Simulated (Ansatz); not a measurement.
W₃S₂: from a trial structure to a relaxed crystal

Theory: Ansatz, DFT PBE, scalar-relativistic, plane waves, PAW. Cutoff 420 eV, Γ-centred k mesh, Gaussian smearing, no spin polarisation in the final step.

The start puts W₃S₂ on the tetradymite structure type (R-3m, No. 166), with S in place of Bi, W in place of Te, at a guessed volume.

```yaml
crystal:
  lattice:
    - [1.78555, 1.03089, 8.27695]
    - [-1.78555, 1.03089, 8.27695]
    - [0.00000, -2.06178, 8.27695]
  atoms:
    - { symbol: W, position: [0.00000, 0.00000, 0.00000] }
    - { symbol: W, position: [0.20950, 0.20950, 0.20950] }
    - { symbol: W, position: [0.79050, 0.79050, 0.79050] }
    - { symbol: S, position: [0.40000, 0.40000, 0.40000] }
    - { symbol: S, position: [0.60000, 0.60000, 0.60000] }
```

Cell and atoms relax at zero pressure; the relaxation can't lower the symmetry of the start. After a coarse first stage the cell is made exact in the group found at 0.06 Å.

The zero of energy is the elements' standard structures at the same level; no fitted shifts are applied.

Question: Describe the relaxed structure.

Answer: It keeps R-3m (No. 166), but not the shape of the type it started on. Conventional cell: a = 3.132 Å, c = 29.383 Å. Around W on Wyckoff site a (1 atom of the primitive cell) lie 6 S at 2.47 Å and 6 W at 3.13 Å; around W on Wyckoff site c (2 atoms of the primitive cell) lie 3 W at 2.48 Å, 3 S at 2.97 Å and 6 W at 3.13 Å; S has 3 W at 2.47 Å, 3 W at 2.97 Å and 6 S at 3.13 Å.

Space group R-3m:H (No. 166). a = 3.132 Å, b = 3.132 Å, c = 29.383 Å, α = 90.00°, β = 90.00°, γ = 120.00°
```
atom site symmetry x y z
   W    3a       -3m  0.0000  0.0000  0.0000
   W    6c        3m  0.3333  0.6667  0.8622
   S    6c        3m  0.6667  0.3333  0.7241
```

Question: What are its volume, energy, density and gap?

Answer: The volume per atom is 16.64 Å³ and the density is 12.29 g/cm³. The energy over the elements is 0.23 eV/atom and the gap on the 12×12×12 mesh is 0 eV (a metal).

The final run used a 12×12×12 mesh on its 5-atom cell and 0.10 eV smearing. The k mesh leaves about 4 meV/atom of noise in metals. Spin–orbit coupling is left out. Symmetry constrained the relaxation, so the result can be a saddle point. The steps took about 4 core-minutes in all.